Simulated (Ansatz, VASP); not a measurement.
# MgO in VASP and in Ansatz

```
Mg O
1.0
     3.32582    0.00000    0.00000
    -1.66291    2.88024    0.00000
     0.00000    0.00000    4.95215
Mg O
2 2
Direct
  0.33333 0.66667 0.02727
  0.66667 0.33333 0.52727
  0.33333 0.66667 0.40094
  0.66667 0.33333 0.90094
```

Alike in both runs: task single point; functional PBEsol; k mesh 9 × 9 × 6; occupations gaussian, width 0.05 eV; no spin polarisation.

|  | VASP | Ansatz |
| --- | --- | --- |
| version | VASP 6.6.1 | Ansatz 0.2.0 |
| potentials or method | VASP PAW PBE potentials, release 64 (Mg, O) | scalar-relativistic, plane waves, PAW |
| plane-wave cutoff (eV) | 520 | 520 |
| valence electrons in the cell | 16 | 32 |

|  | VASP | Ansatz | Ansatz less VASP |
| --- | --- | --- | --- |
| gap on the k mesh at the Fermi level (eV) | 3.48 | 3.48 | +0.002 |
| least direct gap on the mesh (eV) | 3.48 | 3.48 | +0.002 |
| pressure (GPa) | 2.1 | 2.4 | +0.22 |
| largest component of the traceless stress (GPa) | 13.91 | 13.60 | -0.316 |
| rms of the force components (eV/Å) | 0.879 | 0.861 | -0.0176 |

Atom by atom the forces differ by 0.018 eV/Å (rms over components). The two sets of potentials don't hold the same shells in valence. Ansatz warned: «pseudo_functional_mismatch».

Caveats: the PAW data sets were made with another functional, which shifts forces and pressure a little (VASP); an odd mesh through Γ misses points on the zone boundary, where band edges often lie.
